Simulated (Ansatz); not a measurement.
Crystal: CeO, rock salt type, 2 atoms in the cell.

These are results of r²SCAN, plane waves, PAW datasets (generated soft set 1) (Ansatz 0.2.0 development build), not measurements.

Cutoff 500 eV; k-mesh 12×12×12 Γ-centred; Fermi–Dirac smearing of 0.1 eV; no spin polarisation; no spin–orbit coupling.

Question: What equilibrium volume, lattice constant and bulk modulus does this give?

Answer: V₀ = 15.368 Å³/atom (a₀ = 4.972 Å), B₀ = 154 GPa, B₀′ = 4.60. The points behind the fit:

```json
{"V (Å³/atom)": "14.277", "a (Å)": "4.8519", "E − E(min) (meV/atom)": "41.97", "P (GPa)": "13.46"}
{"V (Å³/atom)": "14.743", "a (Å)": "4.9040", "E − E(min) (meV/atom)": "12.43", "P (GPa)": "7.06"}
{"V (Å³/atom)": "15.208", "a (Å)": "4.9551", "E − E(min) (meV/atom)": "0.00", "P (GPa)": "1.65"}
{"V (Å³/atom)": "15.674", "a (Å)": "5.0052", "E − E(min) (meV/atom)": "2.01", "P (GPa)": "-2.91"}
{"V (Å³/atom)": "16.139", "a (Å)": "5.0543", "E − E(min) (meV/atom)": "16.19", "P (GPa)": "-6.75"}
```

The stress includes the program's correction for the finite plane-wave basis.

The open f shell is treated without spin here, so this is a model state and not the ground state. With an open f shell the self-consistent state may not be the lowest one.
